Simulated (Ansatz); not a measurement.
GeO$_{2}$ in space group P3_221 (No. 154; Ge on 3a, O on 6c), plane-wave PAW LDA (Ansatz code). The conduction-band minimum lies at Γ, with 1 equivalent valley. Second derivatives d²E/dk² of the lowest band at one valley (eV·Å²), along Cartesian directions:

```tsv
direction	d²E/dk²
[100]	18.91
[010]	18.91
[001]	21.06
[110]	18.91
[101]	19.99
[011]	19.99
```

Task: Find the principal effective masses, the density-of-states mass and the conductivity mass.

Result: Off-diagonal terms follow from H_xy = H[110] − (H_xx + H_yy)/2, and m*/mₑ = 7.620 eV·Å² over each eigenvalue: 0.36, 0.40, 0.40. One valley's DOS mass (m₁m₂m₃)^(1/3) = 0.39, conductivity mass 3/(Σ 1/mᵢ) = 0.39 mₑ.

Task: What effective density of states Nc follows at 300 K for parabolic valleys?

Result: Nc = 2.509e19 × 1 × (0.39)^(3/2) ≈ 6.1e18 cm⁻³.

Task: With the computed static dielectric constant 6.48 (mean of the diagonal), estimate a hydrogenic donor's binding energy and radius.

Result: E = 13.606 eV × 0.39/6.48² ≈ 130 meV; a = 0.529 Å × ε/m* ≈ 8.8 Å. Semilocal masses tend to be too small where the gap is.

The cell was relaxed with LDA under the symmetry of its start; phonons on a q-mesh show no instability. Scalar-relativistic: spin–orbit coupling is off unless named, which matters more the heavier the elements.

Potentials: the later of the program's two PAW sets.
